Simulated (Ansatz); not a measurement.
Isolated molecules relaxed with PBE0-D4/def2-TZVP in Ansatz; ΔE leaves out vibrations. CCSD(T)/CBS is the MP2 limit (def2-TZVPP, def2-QZVPP) plus CCSD(T) − MP2 in def2-TZVPP, frozen cores. This one scheme is used for every species. Functionals use def2-TZVPP. B3LYP here is the variant with VWN-RPA as its local correlation; programs differ in this.

Reaction (hydrogenolysis of a C–Si bond): `C=C1CC1[SiH3]` + H₂ → `C=C1CC1` + SiH₄

`C=C1CC1[SiH3]`:

Z-matrix (Å, degrees):
```
C
C 1 1.453
C 1 1.541 2 58.3
H 1 1.085 2 118.5 3 106.1
H 1 1.086 2 119.1 3 -106.6
C 2 1.315 1 148.6 3 179.3
Si 3 1.860 1 119.1 2 -108.1
H 3 1.088 1 115.4 2 106.4
H 6 1.085 2 121.2 1 -179.9
H 6 1.084 2 121.1 1 0.4
H 7 1.489 3 110.9 1 -89.9
H 7 1.487 3 111.0 1 149.7
H 7 1.487 3 108.3 1 29.8
```

H₂:

Cartesian coordinates in Å:
```
H -0.260 0.149 -0.223
H 0.260 -0.149 0.223
```

`C=C1CC1`:

```xyz
10

C     0.389   -1.616    0.193
C     0.083   -0.346    0.041
C    -0.948    0.679   -0.059
C     0.537    1.027   -0.145
H    -0.382   -2.370    0.310
H     1.422   -1.948    0.206
H    -1.534    0.741   -0.970
H    -1.484    0.969    0.839
H     0.984    1.546    0.697
H     0.933    1.318   -1.112
```

SiH₄:

Cartesian coordinates in Å:
```
Si 0.000 0.000 0.000
H -0.864 0.887 0.819
H -0.619 -0.199 -1.334
H 0.146 -1.312 0.679
H 1.337 0.625 -0.163
```

CCSD(T)/CBS gives -13.4 kJ/mol.

**Question.** Another level gave -23.9 kJ/mol. Which?
A. B3LYP-D4/def2-TZVPP
B. HF/def2-TZVPP
C. BLYP/def2-TZVPP
D. revPBE/def2-TZVPP

**Answer.** D. revPBE -23.9, B3LYP-D4 -17.1, BLYP -29.3, HF/def2-TZVPP -42.7 kJ/mol.

Largest T1 diagnostic among the species: 0.011.

From BLYP to BHLYP (50 % exact exchange), in def2-TZVPP and without D4, ΔE moves by −3.1 kJ/mol. At CCSD(T), def2-SVP lies −13.4 kJ/mol from the extrapolated value and def2-TZVPP −3.7 kJ/mol.

CCSD(T)/CBS has its own doubt, a few kJ/mol and more with outer-core shells, so smaller differences from it don't rank the levels.
